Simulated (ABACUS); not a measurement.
# BN (P6_3mc) in ABACUS: equation of state

Aim: energy against volume of BN in PBEsol, for its equilibrium volume and stiffness.

Program: ABACUS 3.10.1. These are calculated values, not measurements. Logs are shortened: lines on timing, memory, paths and dates and some standing lists are left out, and cuts for length are marked.

## (1) Starting point

It takes space group P6_3mc (No. 186, hexagonal). Conventional cell: a = 2.554 Å, b = 2.554 Å, c = 4.227 Å, α = 90.00°, β = 90.00°, γ = 120.00°. N (site symmetry 3m) is surrounded by 4 B at 1.57 to 1.58 Å. B (site symmetry 3m) is surrounded by 4 N at 1.57 to 1.58 Å.

Measurements of this composition are mostly on another form, of space group No. 194.

## (2) Equation of state, PBEsol, 5.61 Å³/atom (volume scaled by 0.94)

INPUT

```
INPUT_PARAMETERS
suffix              BN
calculation         scf
basis_type          pw
pseudo_dir          ./
symmetry            1
dft_functional      pbesol
ecutwfc             84
pseudo_rcut         7
nspin               1
nbands              12
ks_solver           dav
smearing_method     fd
smearing_sigma      0.00367493
scf_thr             1e-08
scf_nmax            100
mixing_type         broyden
mixing_beta         0.7
cal_force           1
cal_stress          1
kpar                4
```

STRU

```
ATOMIC_SPECIES
N 14.0070 N.upf
B 10.8100 B.upf

LATTICE_CONSTANT
1.8897261246

LATTICE_VECTORS
2.5018037563 0.0000000000 0.0000000000
-1.2509018782 2.1666256083 0.0000000000
0.0000000000 0.0000000000 4.1405684416

ATOMIC_POSITIONS
Direct

N
0.0
2
0.3333333333 0.6666666667 0.1252760000 1 1 1
0.6666666667 0.3333333333 0.6252760000 1 1 1

B
0.0
2
0.3333333333 0.6666666667 0.4997240000 1 1 1
0.6666666667 0.3333333333 0.9997240000 1 1 1
```

KPT

```
K_POINTS
0
Gamma
12 12 6 0 0 0
```

Potentials or basis: PseudoDojo NC SR 0.4.1 PBEsol standard, plane waves.

On the command line:

```bash
> OMP_NUM_THREADS=1 mpirun -np 4 abacus > log
```

running log:

```text
ABACUS v3.10.1

               Atomic-orbital Based Ab-initio Computation at UStc

 ------------------------------------------------------------------------------------

 READING GENERAL INFORMATION
                           global_out_dir = OUT.BN/
                           global_in_card = INPUT
                               pseudo_dir = ./
                              orbital_dir =
                                    DSIZE = 4
                                    GSIZE = 1

 READING UNITCELL INFORMATION
                                    ntype = 2
                  lattice constant (Bohr) = 1.88973
              lattice constant (Angstrom) = 1

 READING ATOM TYPE 1
                               atom label = N
                      L=0, number of zeta = 1
                      L=1, number of zeta = 1
                      L=2, number of zeta = 1
             number of atom for this type = 2

 READING ATOM TYPE 2
                               atom label = B
                      L=0, number of zeta = 1
                      L=1, number of zeta = 1
                      L=2, number of zeta = 1
             number of atom for this type = 2

                        TOTAL ATOM NUMBER = 4
DIRECT COORDINATES
    atom                   x                   y                   z     mag                  vx                  vy                  vz
taud_N1            0.3333333333        0.6666666667        0.1252760000  0.0000        0.0000000000        0.0000000000        0.0000000000
taud_N2            0.6666666667        0.3333333333        0.6252760000  0.0000        0.0000000000        0.0000000000        0.0000000000
taud_B1            0.3333333333        0.6666666667        0.4997240000  0.0000        0.0000000000        0.0000000000        0.0000000000
taud_B2            0.6666666667        0.3333333333        0.9997240000  0.0000        0.0000000000        0.0000000000        0.0000000000

                          Volume (Bohr^3) = 151.459
                             Volume (A^3) = 22.4438

 Lattice vectors: (Cartesian coordinate: in unit of a_0)
              +2.5018                  +0                  +0
              -1.2509            +2.16663                  +0
                   +0                  +0            +4.14057
 Reciprocal vectors: (Cartesian coordinate: in unit of 2 pi/a_0)
            +0.399712           +0.230774                  -0
                   -0           +0.461547                  -0
                   +0                  -0           +0.241513
 The esolver type has been set to : ksdft_pw

                PAO radial cut off (Bohr) = 7

 Read in pseudopotential file is N.upf
                     pseudopotential type = NC
          exchange-correlation functional = PBESOL
                 nonlocal core correction = 1
                        valence electrons = 5
                                     lmax = 1
                           number of zeta = 2
                     number of projectors = 4
                           L of projector = 0
                           L of projector = 0
                           L of projector = 1
                           L of projector = 1
                PAO radial cut off (Bohr) = 7

 Read in pseudopotential file is B.upf
                     pseudopotential type = NC
          exchange-correlation functional = PBESOL
                 nonlocal core correction = 1
                        valence electrons = 3
                                     lmax = 1
                           number of zeta = 2
                     number of projectors = 4
                           L of projector = 0
                           L of projector = 0
                           L of projector = 1
                           L of projector = 1
     initial pseudo atomic orbital number = 16

 SETUP THE ELECTRONS NUMBER
             electron number of element N = 5
       total electron number of element N = 10
             electron number of element B = 3
       total electron number of element B = 6
            AUTOSET number of electrons:  = 16
                           occupied bands = 8
                                   NBANDS = 12
                                   NLOCAL = 36

 SETUP THE PLANE WAVE BASIS
 energy cutoff for charge/potential (unit:Ry) = 336
            fft grid for charge/potential = [ 27, 27, 45 ]
                        fft grid division = [ 1, 1, 1 ]
        big fft grid for charge/potential = [ 27, 27, 45 ]
                                     nbxx = 32805
                                     nrxx = 32805

 SETUP PLANE WAVES FOR CHARGE/POTENTIAL
                    number of plane waves = 15747
                         number of sticks = 511

[... 63 lines left out ...]
                                    nspin = 1
                   Input type of k points = Monkhorst-Pack(Gamma)
                                   nkstot = 864
                       right hand lattice = 1
(for reciprocal lattice: )
                             BRAVAIS TYPE = 4
                     BRAVAIS LATTICE NAME = 04. Hexagonal cell
                                    ibrav = 4
                       right hand lattice = 1
(for k-lattice: )
                             BRAVAIS TYPE = 4
                     BRAVAIS LATTICE NAME = 04. Hexagonal cell
                                    ibrav = 4
                       right hand lattice = 1
                        ROTATION MATRICES = 24
                               nkstot_ibz = 76
K-POINTS REDUCTION ACCORDING TO SYMMETRY
     IBZ    DIRECT_X    DIRECT_Y    DIRECT_Z  WEIGHT  ibz2bz
       1  0.00000000  0.00000000  0.00000000  0.0012       0
       2 -0.08333333  0.08333333  0.00000000  0.0069       1
       3 -0.16666667  0.16666667  0.00000000  0.0069       2
       4 -0.25000000  0.25000000  0.00000000  0.0069       3
       5 -0.33333333  0.33333333  0.00000000  0.0069       4
       6 -0.41666667  0.41666667  0.00000000  0.0069       5
[... 22 lines left out ...]
      29 -0.25000000  0.33333333  0.16666667  0.0278     159
      30 -0.33333333  0.41666667  0.16666667  0.0278     160
[... 46 further k points ...]

                               nkstot now = 76
[... K-POINTS DIRECT COORDINATES: 76 rows ...]

           k-point number in this process = 19
       minimum distributed K point number = 19
[... stars of the k points ...]

[... K-POINTS CARTESIAN COORDINATES: 19 rows ...]

[... K-POINTS DIRECT COORDINATES: 19 rows ...]

 SETUP PLANE WAVES FOR WAVE FUNCTIONS
     energy cutoff for wavefunc (unit:Ry) = 84
              fft grid for wave functions = [ 27, 27, 45 ]
                    number of plane waves = 2949
                         number of sticks = 163

 PARALLEL PW FOR WAVE FUNCTIONS
     PROC   COLUMNS(POT)             PW
        1            163           2949
 --------------- sum -------------------
        1            163           2949

 SETUP NONLOCAL PSEUDOPOTENTIALS IN PLANE WAVE BASIS
 N non-local projectors:
 projector 1 L=0
 projector 2 L=0
 projector 3 L=1
 projector 4 L=1
 B non-local projectors:
 projector 1 L=0
 projector 2 L=0
 projector 3 L=1
 projector 4 L=1
      TOTAL NUMBER OF NONLOCAL PROJECTORS = 32

 Init Non-Local PseudoPotential table :
 Init Non-Local-Pseudopotential done.

                                     npwx = 1982

 Make real space PAO into reciprocal space.
       max mesh points in Pseudopotential = 701
     dq(describe PAO in reciprocal space) = 0.01
                                    max q = 1104

 number of pseudo atomic orbitals for N is 2
WARNING: norm of atomic wavefunction # 2 of atomic type N is 0.999902, renormalized

 number of pseudo atomic orbitals for B is 2
WARNING: norm of atomic wavefunction # 1 of atomic type B is 0.999867, renormalized
WARNING: norm of atomic wavefunction # 2 of atomic type B is 0.997368, renormalized

 -------------------------------------------
 SELF-CONSISTENT
 -------------------------------------------
                                 init_chg = atomic

 PW ALGORITHM --------------- ION=   1  ELEC=   1--------------------------------

 Density error is 0.434541911678
                          Error Threshold = 0.01
----------------------------------------------------------
     Energy           Rydberg                 eV
----------------------------------------------------------
 E_KohnSham     -53.3714339985       -726.1556128110
 E_Harris       -51.2957521446       -697.9145123629
 E_Fermi        0.9177060707         12.4860316509
----------------------------------------------------------
[... 63 lines left out ...]
 Density error is 3.17881460164e-09
                          Error Threshold = 1.62346507988e-10
----------------------------------------------------------
     Energy           Rydberg                 eV
----------------------------------------------------------
 E_KohnSham     -53.4786399116       -727.6142240877
 E_KS(sigma->0) -53.4786399116       -727.6142240877
 E_Harris       -53.4785030654       -727.6123621995
 E_band         4.4849427616         61.0207767622
 E_one_elec     10.5990054453        144.2068671885
 E_Hartree      6.9427215701         94.4605729812
 E_xc           -17.4988911923       -238.0846288969
 E_Ewald        -53.5214757347       -728.1970353605
 E_entropy(-TS) -0.0000000000        -0.0000000000
 E_descf        0.0000000000         0.0000000000
 E_exx          0.0000000000         0.0000000000
 E_Fermi        0.9854561018         13.4078181127
----------------------------------------------------------

 charge density convergence is achieved
 final etot is -727.61422409 eV
 EFERMI = 13.407818113 eV

 STATE ENERGY(eV) AND OCCUPATIONS    NSPIN == 1
 1/19 kpoint (Cartesian) = 0.0000 0.0000 0.0000 (1967 pws)
       1       -8.88990     0.00231481
       2       -4.43594     0.00231481
       3       0.623011     0.00231481
       4        9.89499     0.00231481
       5        9.89499     0.00231481
       6        11.8375     0.00231481
       7        12.1397     0.00231481
       8        12.1397     0.00231481
       9        20.7355    5.21713e-67
      10        20.7355    5.21713e-67
      11        21.0121    2.06428e-69
      12        22.3352    6.63821e-81
[... 57 lines left out ...]
 6/19 kpoint (Cartesian) = -0.16655 0.096156 0.0000 (1970 pws)
       1       -5.28871      0.0138889
       2       -2.83961      0.0138889
       3        2.39015      0.0138889
       4        4.06285      0.0138889
       5        4.90237      0.0138889
       6        7.00144      0.0138889
       7        8.11014      0.0138889
       8        10.0299      0.0138889
       9        19.0433    1.56111e-51
      10        20.4213    1.67586e-63
      11        23.0101    5.47093e-86
      12        24.1663        0.00000

[... levels at 13 further k points ...]

------------------------------------------------------------------------------------------
 TOTAL-FORCE (eV/Angstrom)
------------------------------------------------------------------------------------------
                        N1         0.0000000000         0.0000000000         0.0418585786
                        N2         0.0000000000         0.0000000000         0.0418585786
                        B1         0.0000000000         0.0000000000        -0.0418585786
                        B2         0.0000000000         0.0000000000        -0.0418585786
------------------------------------------------------------------------------------------

----------------------------------------------------------------
 TOTAL-STRESS (KBAR)
----------------------------------------------------------------
       202.0467421106         0.0000000047         0.0000000000
         0.0000000047       202.0467420993         0.0000000000
         0.0000000000         0.0000000000       197.3574494789
----------------------------------------------------------------
 TOTAL-PRESSURE: 200.483645 KBAR

 --------------------------------------------
 !FINAL_ETOT_IS -727.6142240877495624 eV
 --------------------------------------------
```

Run time: 14 s. Hardware: 4 MPI ranks of Intel Xeon Platinum 8175M at 2.50GHz (Skylake/Cascade Lake), shared host; peak memory 0.28 GiB.

What came out:

| Property | Result |
| --- | --- |
| Free energy | -727.6142 eV |
| Pressure | 20.0 GPa |
| Largest force | 0.042 eV/Å |
| Band gap on the k mesh | 4.94 eV, indirect (least direct gap 8.51 eV) |

Caveat: there are fewer bands than atomic start orbitals, so a level may be missed at k points of high symmetry.

[end of part 1 of 2]
